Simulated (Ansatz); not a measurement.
**How settings move the G0W0 gap of GaN (P6_3mc)**

GaN (started from an entry of an open crystallographic database), relaxed with r2SCAN; one-shot G0W0 in Ansatz without spin-orbit coupling. (Simulation; spin polarisation is off.)

```xyz
4
Lattice="3.1831 0.0000 0.0000 -1.5916 2.7567 0.0000 0.0000 0.0000 5.1836" Properties=species:S:1:pos:R:3 pbc="T T T"
Ga    0.0000    1.8378   -0.0046
Ga    1.5916    0.9189    2.5872
N     0.0000    1.8378    1.9485
N     1.5916    0.9189    4.5403
```

Gaps are read over the mesh points alone. G0W0 values are finite-basis, finite-mesh values.

| start | potentials | frequency model | mesh | empty bands | screening cutoff (eV) | Kohn-Sham gap (eV) | G0W0 gap (eV) | rough cost |
| --- | --- | --- | --- | --- | --- | --- | --- | --- |
| PBE | PAW | contour deformation | 6×6×4 | 73 | 80 | 1.93 | 3.02 | 2.6 core-minutes |
| PBE | PAW | contour deformation | 6×6×4 | 171 | 140 | 1.93 | 3.08 | 11 core-minutes |
| PBE | PAW | contour deformation | 6×6×4 | 314 | 210 | 1.93 | 3.06 | 50 core-minutes |
| HSE06 | PAW | contour deformation | 6×6×4 | 171 | 140 | 3.20 | 3.68 | 15 core-minutes |
| LDA | PAW | contour deformation | 6×6×4 | 171 | 140 | 1.94 | 3.12 | 11 core-minutes |
| r2SCAN | PAW | contour deformation | 6×6×4 | 171 | 140 | 2.35 | 3.32 | 12 core-minutes |
| PBE | PAW | Godby-Needs pole | 6×6×4 | 171 | 140 | 1.93 | 3.07 | 8 core-minutes |
| PBE | PAW | contour deformation | 9×9×4 | 73 | 80 | 1.93 | 3.02 | 10 core-minutes |
| PBE | norm-conserving | contour deformation | 6×6×4 | 171 | 140 | 1.95 | 3.14 | 21 core-minutes |

Over the mesh points the PBE gap of 1.93 eV becomes a quasiparticle gap of 3.06 eV (direct at Γ), a change of +1.13 eV. Renormalisation factors Z lie between 0.75 and 0.82.

Raising bands and cutoff together moves the gap by +0.06 eV (80 to 140 eV), then -0.02 eV (140 to 210 eV); the last step is small, which bounds nothing strictly. Starting from HSE06 (3.20 eV against PBE's 1.93 eV) gives 3.68 eV, +0.60 eV from G0W0@PBE at the same screening cutoff. Starting from LDA (1.94 eV against PBE's 1.93 eV) gives 3.12 eV, +0.04 eV from G0W0@PBE at the same screening cutoff. Starting from r2SCAN (2.35 eV against PBE's 1.93 eV) gives 3.32 eV, +0.24 eV from G0W0@PBE at the same screening cutoff. The Godby-Needs plasmon pole differs from contour deformation by -0.01 eV. A 9×9×4 mesh in place of 6×6×4 changes the opening over PBE by 0.00 eV (the gap on the mesh by 0.00 eV). Norm-conserving potentials (wave cutoff 1240 eV against 420 eV) shift the quasiparticle gap by +0.06 eV and the PBE gap by +0.02 eV. r2SCAN runs take a wave cutoff of 500 eV.

With a shallow d shell on the cation, G0W0 converges slowly in bands and cutoff, so these values are in doubt.
